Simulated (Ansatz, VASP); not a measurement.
# TiO2 in two plane-wave programs, part 2 of 2

One calculation is typed for both programs; each brings its own data sets. How far apart do they land? The cell is taken from a series of runs on this material, whose earlier steps may have relaxed, scaled, displaced or heated it; both programs get it as it stands.

VASP 6.6.1 and Ansatz 0.2.0.

So far: Starting point; VASP: single point, PBE0.

## Step 3: Ansatz: single point, PBE0

Level of this step: Ansatz beside VASP: Kohn-Sham DFT, plane waves, PBE0 (Ansatz).

Ansatz runs on its default PAW (the set named soft_2) files.

The same cell, functional and mesh now go to Ansatz, which takes its cutoff from its data sets.

The input, input.yaml:

```yaml
crystal:
  lattice:
    - [5.291, 0.0, 0.0]
    - [-2.6455, 4.5821404114, 0.0]
    - [0.0, 0.0, 6.133]
  atoms:
    - { symbol: Ti, position: [0.4584369692, 0.0, 0.3333333333] }
    - { symbol: Ti, position: [0.0, 0.4584369692, 0.6666666667] }
    - { symbol: Ti, position: [0.5415630308, 0.5415630308, 0.0] }
    - { symbol: O, position: [0.4119210658, 0.2878300503, 0.2237616203] }
    - { symbol: O, position: [0.7121699497, 0.1240910155, 0.5570949537] }
    - { symbol: O, position: [0.8759089845, 0.5880789342, 0.890428287] }
    - { symbol: O, position: [0.2878300503, 0.4119210658, 0.7762383797] }
    - { symbol: O, position: [0.1240910155, 0.7121699497, 0.4429050463] }
    - { symbol: O, position: [0.5880789342, 0.8759089845, 0.109571713] }
kpoints:
  mp_grid: { grid: [6, 6, 2] }
  band_path:
    path:
      - [0.0, 0.0, 0.0]
      - [0.5, 0.0, 0.0]
      - [0.33333333, 0.33333333, 0.0]
      - [0.0, 0.0, 0.5]
      - [0.5, 0.0, 0.5]
      - [0.33333333, 0.33333333, 0.5]
    npoints: 1
hamiltonian:
  xc: pbe0
scf:
  occupations: { method: fixed }
  n_extra_bands: 7
output:
  eigenvalues: true
```

Launch:

```sh
$ ansatz run input.yaml --threads 3 --pin off --max-ram 92160MiB --backend cuda --devices 1 --max-vram 13GiB --events-out ev --progress --plain --runs-dir out
```

Numbers of over 12 decimals in the logs are rounded to 6 here.

Log:

```text
scf.n_extra_bands = 7 over 36 filled bands (N_el = 72.0): the run solves 43 bands
GPUs: using 1 of 1 available (devices: 1).
Engine: ansatz 0.2.0, x86_64-unknown-linux-gnu
Pseudopotentials: kind: paw
Pseudopotential: Ti, paw, valence charge 12, recommended cutoff 420 eV (normal), Ti.paw.azcp
Pseudopotential: O, paw, valence charge 6, recommended cutoff 420 eV (normal), O.paw.azcp
Functional definition: PBE0
  parameter a = 0.25
  parameter kappa = 0.804
  parameter beta = 0.066725
  exchange = (1 - a)*pbe_x(kappa = kappa, mu = beta*pi^2/3) + a*exact_x
  correlation = pbe_c(beta = beta)
davidson cushion auto → on  (no smearing: the cushion is to keep the highest requested band from converging to the state above it; pin scf.eigensolver.cushion to override)
device memory: the entry about to start is reckoned to put 2.3 GiB on a device that reports 41.8 GiB free (of which the cap on the GPU budget leaves the run 13.0 GiB)
GPU FFT provider: cuFFT
GPU libraries: cuBLAS 13.8.2, cuFFT 12.4.0, cuSOLVER 12.3.4
Crystal: 9 atoms, lattice volume = 148.689 Å³
Basis set: ecut = 420 eV, 2943 PW (Γ)
Bands: 43, of which v1, the nominal top of the filled ones, is band 36 counted from 1 (35 counted from 0)
Symmetry: 6 space group operations
Space group: P3121 (ITA 152), of the structure as read, at distance tolerance 5.3e-5 Å
k-points: 14 of 72 (time reversal used)
Non-local potential: Ti, projectors of the file, l = 0: 3, l = 1: 2, l = 2: 3, l = 3: 1
Non-local potential: O, projectors of the file, l = 0: 2, l = 1: 2, l = 2: 1
PAW form: soft (Blöchl's): semilocal exchange-correlation on the pseudo side does not see the compensation charge
PAW frozen core: Ti, regenerated for the run's functional, and the local potential with it (the file was generated under x = pbe(κ = 0.804, μ = 0.219515), c = pbe(β = 0.066725))
PAW frozen core: O, regenerated for the run's functional, and the local potential with it (the file was generated under x = pbe(κ = 0.804, μ = 0.219515), c = pbe(β = 0.066725))
PAW one-centre angular grid: Ti, 590 points (default); XC on 64 Gauss nodes
PAW one-centre angular grid: O, 110 points (default); XC on 64 Gauss nodes
Initial density: superposition of atomic densities (neutral atoms: chi_scale 0, normalization atom), corrected by the library's trained network
Initial wavefunctions: pseudopotential atomic-orbital guess
GPU buffer pool allocated for 58320 grid points (all kernels)
GPU transforms: local potential and band sums: pruned to the plane-wave sphere, on 36×36×45
Functional: x = pbe(κ = 0.804, μ = 0.219515), c = pbe(β = 0.066725), warm-up for x = 0.75 pbe(κ = 0.804, μ = 0.219515) + 0.25 exact, c = pbe(β = 0.066725)
SCF iter   1: F=—  HF=-10915.636446 eV  |F-HF|=—  |Δ(HF+E_count)|=         —  Δρ=2.78e-3  dr2=5.04e-3  ethr=1.77e-3  ⟨swp⟩=6.4  Hψ=2682  notcnv=0
preconditioner: auto → none  [insulator: Δε(μ)=3.763 eV  Ē_g=10.015 eV  n_scr=28 (ndim 8)  ℏωp=21.1 eV  f_vac=0.249]
SCF iter   2: F=—  HF=-10915.643459 eV  |F-HF|=—  |Δ(HF+E_count)|=   7.01e-3  Δρ=2.13e-3  dr2=5.92e-3  ethr=7.00e-6  ⟨swp⟩=5.3  Hψ=2352  notcnv=0
SCF iter   3: F=—  HF=-10915.643226 eV  |F-HF|=—  |Δ(HF+E_count)|=   2.33e-4  Δρ=1.28e-3  dr2=1.63e-3  ethr=7.00e-6  ⟨swp⟩=4.0  Hψ=1625  notcnv=0
SCF iter   4: F=-10915.643258 eV  HF=-10915.643412 eV  |F-HF|=1.54e-4  |Δ(HF+E_count)|=   1.87e-4  Δρ=5.57e-4  dr2=3.25e-4  ethr=2.27e-6  ⟨swp⟩=2.0  Hψ=1330  notcnv=0
SCF 1 stopped early in 4 iterations: F = -10915.643258 eV  dr2 = 3.25e-4
  greatest PAW one-centre occupation: 0.999 electrons in one spin orbital (limit 2), on the Ti atom at site 0 (counted from 0), in its partial waves of l = 0
device memory: the entry about to start is reckoned to put 2.8 GiB on a device that reports 43.7 GiB free (of which the cap on the GPU budget leaves the run 13.0 GiB)
GPU FFT provider: cuFFT
GPU libraries: cuBLAS 13.8.2, cuFFT 12.4.0, cuSOLVER 12.3.4
Initial density: handed on by an earlier stage of this run
Initial wavefunctions: those handed on with the density
GPU buffer pool allocated for 58320 grid points (all kernels)
GPU transforms: local potential and band sums: pruned to the plane-wave sphere, on 36×36×45
Functional: x = 0.75 pbe(κ = 0.804, μ = 0.219515) + 0.25 exact, c = pbe(β = 0.066725)
Exchange kernel: α = 0.2500, full range, Wigner–Seitz truncation, v(0) = 15487.5463 eV·Å³, q-mesh 6×6×2, nearest image of the exchange supercell L = 12.27 Å, pair-density grid 25×25×30, without the augmentation charges, whose exchange is taken in its separable form by FFT convolution over the k-point mesh (sized by the pseudopotential files, 32×32×45 at the most), smooth part of the exact exchange by density-matrix convolution in up to 4.57 GiB of GPU memory as planned if the GPU has room (build and FFT work areas not counted)
Frozen-core exchange: fock
SCF iter   1: F=—  HF=-10914.616617 eV  |F-HF|=—  |Δ(HF+E_count)|=         —  Δρ=2.41e-2  dr2=1.20e0  ethr=4.52e-6  ⟨swp⟩=8.0  Hψ=3539  notcnv=0
preconditioner: auto → none  [insulator: Δε(μ)=6.976 eV  Ē_g=13.657 eV  n_scr=28 (ndim 8)  ℏωp=21.1 eV  f_vac=0.253]
SCF iter   2: F=—  HF=-10914.427715 eV  |F-HF|=—  |Δ(HF+E_count)|=   1.89e-1  Δρ=2.17e-2  dr2=6.83e-1  ethr=4.52e-6  ⟨swp⟩=7.3  Hψ=3149  notcnv=0
SCF iter   3: F=—  HF=-10914.279309 eV  |F-HF|=—  |Δ(HF+E_count)|=   1.48e-1  Δρ=3.09e-3  dr2=1.97e-2  ethr=4.52e-6  ⟨swp⟩=6.3  Hψ=2667  notcnv=0  defer=5
SCF iter   4: F=—  HF=-10914.362603 eV  |F-HF|=—  |Δ(HF+E_count)|=   8.33e-2  Δρ=3.69e-3  dr2=2.73e-2  ethr=4.52e-6  ⟨swp⟩=4.8  Hψ=2274  notcnv=0
iter 5 solved again at ethr=2.69e-7 eV; its pass at ethr=4.52e-6 eV (dr2=1.94e-4 eV) is discarded
SCF iter   5: F=—  HF=-10914.355009 eV  |F-HF|=—  |Δ(HF+E_count)|=   7.59e-3  Δρ=6.07e-4  dr2=3.85e-4  ethr=2.69e-7  ⟨swp⟩=2.0  Hψ=3463  notcnv=0
SCF iter   6: F=—  HF=-10914.357050 eV  |F-HF|=—  |Δ(HF+E_count)|=   2.04e-3  Δρ=4.44e-4  dr2=3.77e-4  ethr=2.69e-7  ⟨swp⟩=5.0  Hψ=2136  notcnv=0
SCF iter   7: F=-10914.356947 eV  HF=-10914.356948 eV  |F-HF|=1.30e-6  |Δ(HF+E_count)|=   1.01e-4  Δρ=3.41e-5  dr2=7.06e-6  ethr=2.69e-7  ⟨swp⟩=4.0  Hψ=1578  notcnv=0
SCF 2 stopped early in 7 iterations: F = -10914.356947 eV  dr2 = 7.06e-6
  greatest PAW one-centre occupation: 0.999 electrons in one spin orbital (limit 2), on the Ti atom at site 2 (counted from 0), in its partial waves of l = 0
hybrid outer 1: dexx = +9.713e-2 eV, tail = 2.72e-4 eV
GPU FFT provider: cuFFT
GPU libraries: cuBLAS 13.8.2, cuFFT 12.4.0, cuSOLVER 12.3.4
GPU buffer pool allocated for 58320 grid points (all kernels)
GPU transforms: local potential and band sums: pruned to the plane-wave sphere, on 36×36×45
Exchange kernel: α = 0.2500, full range, Wigner–Seitz truncation, v(0) = 15487.5463 eV·Å³, q-mesh 6×6×2, nearest image of the exchange supercell L = 12.27 Å, pair-density grid 25×25×30, without the augmentation charges, whose exchange is taken in its separable form by FFT convolution over the k-point mesh (sized by the pseudopotential files, 32×32×45 at the most), smooth part of the exact exchange by density-matrix convolution in up to 4.57 GiB of GPU memory as planned if the GPU has room (build and FFT work areas not counted)
Frozen-core exchange: fock
SCF iter   1: F=—  HF=-10914.356770 eV  |F-HF|=—  |Δ(HF+E_count)|=         —  Δρ=2.28e-4  dr2=8.26e-5  ethr=1.89e-6  ⟨swp⟩=4.6  Hψ=1640  notcnv=0
preconditioner: auto → none  [insulator: Δε(μ)=6.191 eV  Ē_g=13.014 eV  n_scr=28 (ndim 8)  ℏωp=21.1 eV  f_vac=0.258]
iter 2 solved again at ethr=7.18e-10 eV; its pass at ethr=1.11e-7 eV (dr2=5.17e-7 eV) is discarded
SCF iter   2: F=—  HF=-10914.356749 eV  |F-HF|=—  |Δ(HF+E_count)|=   2.13e-5  Δρ=3.27e-5  dr2=1.42e-6  ethr=7.18e-10  ⟨swp⟩=3.9  Hψ=3583  notcnv=0
SCF iter   3: F=—  HF=-10914.356757 eV  |F-HF|=—  |Δ(HF+E_count)|=   8.18e-6  Δρ=2.50e-5  dr2=1.03e-6  ethr=7.18e-10  ⟨swp⟩=6.0  Hψ=2427  notcnv=0
SCF iter   4: F=-10914.356757 eV  HF=-10914.356757 eV  |F-HF|=2.77e-9  |Δ(HF+E_count)|=   3.26e-7  Δρ=2.43e-6  dr2=5.30e-8  ethr=7.18e-10  ⟨swp⟩=4.2  Hψ=1800  notcnv=0
SCF 3 converged in 4 iterations: F = -10914.356757 eV  dr2 = 5.30e-8
hybrid outer 2: dexx = +1.065e-5 eV, tail = 2.44e-7 eV, Δε = 8.05e-3 eV (about 2.71e-4 eV left of the loop's levels)
device memory: the entry about to start is reckoned to put 0.9 GiB on a device that reports 32.0 GiB free (of which the cap on the GPU budget leaves the run 13.0 GiB)
NSCF: frozen V_eff on 6 k-points
hybrid SCF converged: 2 outer / 11 inner (+4 warm-up), last move |dexx| = 1.07e-5 eV, tail = 2.44e-7 eV
Stability not checked: this state was not tested for a lower state beside it, because the functional holds exact exchange (a hybrid, or Hartree-Fock), whose exchange loop this test does not read (fock_operator; see scf.lower_state_search)
Free energy (F): -10914.356758 eV
Frozen-core exchange: fock
Harris-Foulkes:  -10914.356758 eV  (|F-HF|=2.77e-9)
Internal energy: -10914.356758 eV  (E = F + TS)
E sigma→0 (E₀):  -10914.356758 eV
Fermi energy:    0.826390 eV
--- Per-component energies (eV) ---
  E_band       = -1180.872270
  E_kinetic    = 1879.571835
  E_local      = -7240.242657  (includes V_loc(G=0)·N_el)
  E_nonlocal   = 284.499568
  E_hartree    = 2864.151355
  E_xc         = -570.151726
  E_vxc        = -721.152833  (∫ρ·V_xc dr)
  E_exx        = -265.668638  (= α·E_x^exact, valence–valence)
  E_paw        = -3985.770634  (= ΣΔE_a)
  E_vpaw       = -580.530416  (= ΣTr[D̂ρ^β])
  E_aug_tail   = 0.014904  (compensation charges beyond the density's cutoff)
  E_ewald      = -3880.106322
  E_core_change = -0.654443  (= ΣΔE_core)
  E_smearing   = -0.000000  (= −TS)
  E_closure    = -0.000000  (closes the sum)
  Σ components = -10914.356758   (vs F -10914.356758, Δ=-1.82e-12)
--- Band table (eV; the first three rows and the last of 14) ---
  k-point 0: bands = [... 32 lower, -0.1175, 0.4655, 0.5164, 0.5164, 7.1984, 7.6699, 7.6699, 8.0528, ... 3 higher]
  k-point 1: bands = [... 32 lower, 0.1203, 0.7471, 0.7471, 0.7661, 7.0107, 7.5187, 7.5187, 7.6664, ... 3 higher]
  k-point 2: bands = [... 32 lower, 0.1272, 0.3705, 0.4132, 0.5723, 7.2694, 7.5678, 7.6617, 7.9767, ... 3 higher]
  k-point 13: bands = [... 32 lower, 0.0251, 0.2713, 0.2713, 0.5140, 7.9659, 7.9659, 8.0193, 8.3435, ... 3 higher]
```

## Step 4: Differences

Known differences besides the potentials themselves: exact exchange at q = 0 is treated differently, which shows on coarse meshes; VASP keeps PBE cores, Ansatz makes them for the functional; fixed occupations in Ansatz, narrow Gaussian smearing in VASP; the cutoff is 420 eV in Ansatz and 520 eV in VASP; VASP takes a coarser grid for exact exchange (PRECFOCK = Fast). Total energies have different zeros and are not compared.

Both answers:

```csv
quantity,Ansatz,VASP,difference
gap on the k mesh (eV),6.184,6.154,+0.030
```

A gap on the mesh is an upper bound, since the band edges may lie between its points.

## Step 5: Summary of results

```json
{
 "difference in gap on the k mesh (single point, PBE0)": "0.030 eV"
}
```

The difference in gap on the k mesh is 0.030 eV (single point, PBE0), within the 0.08 eV picked in this series as the mark of a large difference. Such differences can come from data sets, numerical settings and the points named under the comparisons, not from the functional's error against experiment.

[Lines on the potential files, build, host, timing and source positions are cut from VASP's logs without a mark.]

[Logs are printed without paths, hosts, clocks, repeated set-up lines and the standing remarks that a program may print on its own settings, such as how far it seeks lower states.]

[Hosts, paths, dates, database ids (printed as entryN), source tags and the programs' standing remarks are cut or masked in the printed files.]
